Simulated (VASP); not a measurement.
Wanted: the native input for a VASP 6.6.1 run.

| Item | Value |
| --- | --- |
| Task | single point |
| Functional | PBEsol |
| Potentials or basis | VASP PAW PBE potentials, release 64 (Ta_pv, Si) |
| Cutoff | 520 eV |
| k mesh | 5 × 5 × 3 |
| Occupations | fermi-dirac, width 0.05 eV |
| Spin | no spin polarisation |
| Hubbard terms | Ta d U = 3 eV |
| Further INCAR settings | ALGO = Fast; EDIFF = 1e-06 |

The structure of TaSi2 lies in POSCAR:

```
TaSi2
1.0
    4.7839000000      0.0000000000      0.0000000000
   -2.3919500000      4.1429789292      0.0000000000
    0.0000000000      0.0000000000      6.5700000000
Ta Si
3 6
Direct
    0.0000000000      0.5000000000      0.3333333333
    0.5000000000      0.5000000000      0.6666666667
    0.5000000000      0.0000000000      0.0000000000
    0.3179400000      0.1589700000      0.3333333333
    0.1589700000      0.8410300000      0.6666666667
    0.8410300000      0.6820600000      0.0000000000
    0.6820600000      0.8410300000      0.3333333333
    0.8410300000      0.1589700000      0.6666666667
    0.1589700000      0.3179400000      0.0000000000
```

The input as run:

INCAR

```
PREC = Accurate ; ENCUT = 520
EDIFF = 1E-6 ; ISMEAR = -1
SIGMA = 0.05 ; LREAL = F
LASPH = T ; NELM = 60
ALGO = Fast ; ISIF = 2
LWAVE = F ; LCHARG = T
LMAXMIX = 4 ; LDAU = T
LDAUTYPE = 2 ; LDAUL = 2 -1
LDAUU = 3 0 ; LDAUJ = 0 0
LDAUPRINT = 1 ; GGA = PS
LELF = T ; LVHAR = T
```

KPOINTS

```
regular mesh
0
Gamma
  5 5 3
```

Potentials or basis: VASP PAW PBE potentials, release 64 (Ta_pv, Si).

Command:

```sh
$ cat potpaw_PBE.64/Ta_pv/POTCAR potpaw_PBE.64/Si/POTCAR > POTCAR
$ mpirun -np 1 vasp_std > vasp.out
```

It gave:

```
Pressure               : 2.3 GPa
Largest force          : 0.066 eV/Å
Band gap on the k mesh : none (metal or under the smearing width)
```

Caveat: the PAW data sets were made with another functional, which shifts forces and pressure a little; U without spin polarisation on a metal has little footing; the U is typed as a test and isn't derived for this compound.

Run time: 88 s on 1 thread of Intel(R) Xeon(R) Platinum 8488C (Sapphire Rapids), on a shared host, peak memory 0.25 GiB.
